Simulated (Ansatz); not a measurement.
Straining Sn

The calculation used DFT PBE, scalar-relativistic, plane waves, PAW in Ansatz 0.2.0. (420 eV cutoff, 12×12×8 k-mesh, Gaussian smearing of 0.10 eV, no spin polarisation)

The relaxed crystal:

```
CELL_PARAMETERS angstrom
3.32911 3.32911 0.00000
-3.32911 3.32911 0.00000
0.00000 0.00000 6.65821
ATOMIC_POSITIONS crystal
Sn 0.00000 0.00000 0.50000
Sn 0.00000 0.50000 0.25000
Sn 0.50000 0.50000 0.00000
Sn 0.50000 0.00000 0.75000
```

Deformation: all cell vectors scaled alike, the atoms relaxed, all within the symmetry that the strain leaves. Energies are extrapolated to zero smearing.

```csv
strain (%),ΔE (meV/atom),a (Å),b (Å),c (Å)
-3.0,35.9,4.567,4.567,6.458
-2.0,15.0,4.614,4.614,6.525
-1.0,3.3,4.661,4.661,6.592
+0.0,0.0,4.708,4.708,6.658
+1.0,4.0,4.755,4.755,6.725
+2.0,14.6,4.802,4.802,6.791
+3.0,30.9,4.849,4.849,6.858
```

What stiffness (1/V) d²E/dε² at zero strain does a cubic fit over all points give?

A cubic fit gives (1/V) d²E/dε² = 323 GPa at zero strain (nine times the bulk modulus at fixed shape).

Cost: 7 runs of about 3.9 core-minutes in all, on Arm Neoverse V2 (shared hosts).